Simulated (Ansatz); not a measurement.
# C in Ansatz: reference runs

Reference runs on C: the cell as given.

Program: Ansatz 0.2.0. These are calculated values, not measurements. Logs are shortened: lines on timing, memory, paths and dates and some standing lists are left out, and cuts for length are marked.

### Step 1. The cell of the first run

The cell holds a slab with vacuum, 4 atoms: a = 2.456 Å, b = 2.456 Å, c = 23.524 Å, α = 90.00°, β = 90.00°, γ = 120.00°.

### Step 2. Single point, PBE (the (0 0 1) slab of C, cut from the database cell, not relaxed)

input.yaml

```yaml
crystal:
  lattice:
    - [2.4561701622, 0.0, 0.0]
    - [-1.2280850811, 2.1271057565, 0.0]
    - [0.0, 0.0, 23.52380336]
  atoms:
    - { symbol: C, position: [0.33333333, 0.66666666, 0.3188259945] }
    - { symbol: C, position: [0.66666667, 0.33333334, 0.3188259945] }
    - { symbol: C, position: [0.33333333, 0.66666666, 0.6811740055] }
    - { symbol: C, position: [0.66666667, 0.33333334, 0.6811740055] }
hamiltonian:
  xc: pbe
  pseudopotentials: { kind: paw }
kpoints:
  mp_grid: { grid: [12, 12, 1] }
scf:
  occupations: { method: fermi_dirac, width: 0.05 }
output:
  forces: true
  eigenvalues: true
efield:
  axis: 3
  dipole_correction: true
  ramp_width: 0.04
```

Potentials or basis: Ansatz PAW.

The run is started by

```
ansatz run input.yaml --threads 4 --pin off --max-ram 11264MiB --backend cpu --events-out ev --progress --plain --runs-dir out
```

The program printed:

```text
Warning: RAYON_NUM_THREADS=4 ignored (pool sized by the plan → 4); use --threads N
Engine: ansatz 0.2.0, aarch64-unknown-linux-gnu
Pseudopotentials: kind: paw
Pseudopotential: C, paw, valence charge 4, recommended cutoff 420 eV (normal), C.paw.azcp
Functional definition: PBE
  parameter kappa = 0.804
  parameter beta = 0.06672455060314922
  exchange = pbe_x(kappa = kappa, mu = beta*pi^2/3)
  correlation = pbe_c(beta = beta)
Crystal: 4 atoms, lattice volume = 122.901 Å³
Basis set: ecut = 420 eV, 2329 PW (Γ), exchange–correlation on 36×36×320 points (8 copies of the dense FFT grid, shifted against one another)
Bands: 12, of which v1, the nominal top of the filled ones, is band 8 counted from 1 (7 counted from 0)
Symmetry: 12 space group operations
k-points: 19 of 144
Non-local potential: C, projectors of the file, l = 0: 2, l = 1: 2, l = 2: 1
PAW form: soft (Blöchl's): semilocal exchange-correlation on the pseudo side does not see the compensation charge
PAW one-centre angular grid: C, 110 points (default); XC on 64 Gauss nodes
Initial density: superposition of atomic densities (neutral atoms: chi_scale 0, normalization atom), corrected by the library's trained network
Initial wavefunctions: pseudopotential atomic-orbital guess
Functional: x = pbe(κ = 0.804, μ = 0.2195149727645171), c = pbe(β = 0.06672455060314922)
SCF iter   1: F=—  HF=-1003.754837 eV  |F-HF|=—  |Δ(HF+E_count)|=         —  Δρ=2.14e-3  dr2=5.01e-3  ethr=1.77e-3  p=0.000 e·Å  D=9.29e-14 V/Å  ΔV_dip=-0.00 eV  dr2_dipole=1.85e-12  V_vac-E_F(+/−)=4.31/4.31 eV  ⟨swp⟩=6.3  Hψ=1539  notcnv=0
efield: sawtooth ramp at fractional position 0.9800 (placed from the atoms, in the widest stretch of the axis that holds none; the zero of the levels goes with the place), width 0.0400; the density the first Hamiltonian is built on has a dipole p = 0.000 e·Å; the dipole correction subtracts the counter field D = 9.29e-14 V/Å, which shifts the + side's vacuum level by -0.00 eV against the − side's; the planar-averaged density in the ramp window peaks in size at 5.7e-5 e/Å³
preconditioner: auto → LDOS  [metal: Δε(μ)=0.000 eV  Ē_g=14.843 eV  σ=0.050 eV  W_gap=0.00  n_scr=14 (ndim 8)  ℏωp=13.4 eV  f_vac=0.671  D(μ)=0.56/eV (n_scr^D=6)  β→1.0]
SCF iter   2: F=—  HF=-1003.754878 eV  |F-HF|=—  |Δ(HF+E_count)|=   4.19e-5  Δρ=4.01e-4  dr2=1.39e-4  ethr=3.13e-5  p=0.000 e·Å  D=9.40e-6 V/Å  ΔV_dip=-0.00 eV  dr2_dipole=2.78e-9  V_vac-E_F(+/−)=4.20/4.20 eV  ⟨swp⟩=3.3  Hψ=654  notcnv=0
SCF iter   3: F=—  HF=-1003.754907 eV  |F-HF|=—  |Δ(HF+E_count)|=   2.83e-5  Δρ=6.27e-5  dr2=5.83e-6  ethr=8.67e-7  p=-0.000 e·Å  D=-3.09e-6 V/Å  ΔV_dip=0.00 eV  dr2_dipole=3.04e-9  V_vac-E_F(+/−)=4.21/4.21 eV  ⟨swp⟩=2.0  Hψ=435  notcnv=0
SCF iter   4: F=—  HF=-1003.754970 eV  |F-HF|=—  |Δ(HF+E_count)|=   6.33e-5  Δρ=1.35e-5  dr2=6.14e-7  ethr=3.64e-8  p=0.000 e·Å  D=8.37e-7 V/Å  ΔV_dip=-0.00 eV  dr2_dipole=4.96e-11  V_vac-E_F(+/−)=4.21/4.21 eV  ⟨swp⟩=2.4  Hψ=405  notcnv=0
iter 5 did not close the SCF: its close was put off for the readings that it lacked (scf_convergence_deferred on its scf_iter line)
SCF iter   5: F=-1003.754970 eV  HF=-1003.754970 eV  |F-HF|=6.02e-8  |Δ(HF+E_count)|=   1.57e-7  Δρ=3.23e-6  dr2=5.59e-9  ethr=3.84e-9  p=-0.000 e·Å  D=-3.72e-7 V/Å  ΔV_dip=0.00 eV  dr2_dipole=8.04e-13  V_vac-E_F(+/−)=4.21/4.21 eV  ⟨swp⟩=2.3  Hψ=336  notcnv=0
SCF iter   6: F=-1003.754970 eV  HF=-1003.754970 eV  |F-HF|=2.95e-9  |Δ(HF+E_count)|=   5.88e-8  Δρ=5.98e-7  dr2=1.93e-10  ethr=3.50e-11  p=-0.000 e·Å  D=-4.17e-8 V/Å  ΔV_dip=0.00 eV  dr2_dipole=5.23e-13  V_vac-E_F(+/−)=4.21/4.21 eV  ⟨swp⟩=4.6  Hψ=1139  notcnv=0
SCF 1 converged in 6 iterations: F = -1003.754970 eV  dr2 = 1.93e-10
SCF converged after 6 iterations
Free energy (F): -1003.754970 eV
Harris-Foulkes:  -1003.754970 eV  (|F-HF|=2.95e-9)
Internal energy: -1003.751120 eV  (E = F + TS)
E sigma→0 (E₀):  -1003.753045 eV
Entropy (-TS):   -0.003851 eV (-0.963 meV/atom)
Fermi energy:    -0.983421 eV
Dipole field:    D = -0.000001 V/Å  (p = -0.000001 e·Å, saw-weighted, corrected)
Work function:   Φ+ = 4.2098 eV   Φ− = 4.2097 eV
Levels:          The Fermi level and band energies are counted from a zero that moves with the ramp; work functions are not
--- Per-component energies (eV) ---
  E_band       = -162.857087
  E_kinetic    = 364.712590
  E_local      = -4578.519938  (includes V_loc(G=0)·N_el)
  E_nonlocal   = 109.509245
  E_hartree    = 2103.396460
  E_xc         = -192.227023
  E_vxc        = -237.983411  (∫ρ·V_xc dr)
  E_paw        = -397.502066  (= ΣΔE_a)
  E_vpaw       = -27.368275  (= ΣTr[D̂ρ^β])
  E_aug_tail   = 0.000030  (compensation charges beyond the density's cutoff)
  E_efield     = 0.000000  (sawtooth field / dipole correction)
  E_vefield    = 0.000000  (∫n·V_field dr)
  E_ewald      = 1586.879583
  E_smearing   = -0.003851  (= −TS)
  E_closure    = 0.000000  (closes the sum)
  Σ components = -1003.754970   (vs F -1003.754970, Δ=0.00e0)
--- Forces (eV/Å), atoms counted from 1 ---
  atom   1  C      0.00000000    -0.00000000     0.00000383
  atom   2  C      0.00000000     0.00000000     0.00000383
  atom   3  C      0.00000000    -0.00000000    -0.00000434
  atom   4  C      0.00000000     0.00000000    -0.00000434
  max |Σ_I F_I| component: 1.02e-6 eV/Å
--- Band table (eV; the first three rows and the last of 19) ---
  k-point 0: bands = ["-20.6029", "-20.6029", "-8.6860", "-8.6858", "-4.0276", "-4.0276", "-4.0274", "-4.0274", "2.0716", "2.4054", "2.8716", "3.6625"]
  k-point 1: bands = ["-20.4379", "-20.4379", "-8.4879", "-8.4878", "-4.6820", "-4.6819", "-4.3706", "-4.3704", "2.2966", "2.6290", "3.0991", "3.8858"]
  k-point 2: bands = ["-19.9446", "-19.9446", "-7.8993", "-7.8992", "-6.3297", "-6.3296", "-5.1735", "-5.1735", "2.9716", "3.2995", "3.7801", "4.5538"]
  k-point 18: bands = ["-13.6250", "-13.6250", "-13.6250", "-13.6250", "-11.6411", "-11.6410", "-0.9835", "-0.9835", "-0.9833", "-0.9833", "9.6393", "9.6566"]
```

It took 1.4 s on 4 threads of Arm Neoverse V1, shared host; peak memory 0.37 GiB.

Results:

```yaml
Free_energy: -1003.7550 eV
Band_gap_on_the_k_mesh: none (metal or under the smearing width)
Work_function_of_the_upper_face: 4.21 eV
Work_function_of_the_lower_face: 4.21 eV
Dipole_across_the_slab: 0.000 e·Å
```

Levels at points of the mesh, in eV from the Fermi level:
```
            k point  band 4  band 5  band 6  band 7  band 8  band 9  band 10  band 11  band 12
 (0.00, 0.00, 0.00)   -7.70   -3.04   -3.04   -3.04   -3.04    3.06     3.39     3.86     4.65
(0.00, -0.50, 0.00)  -13.32   -6.47   -6.47   -2.39   -2.38    1.69     1.69     7.49     7.49
```
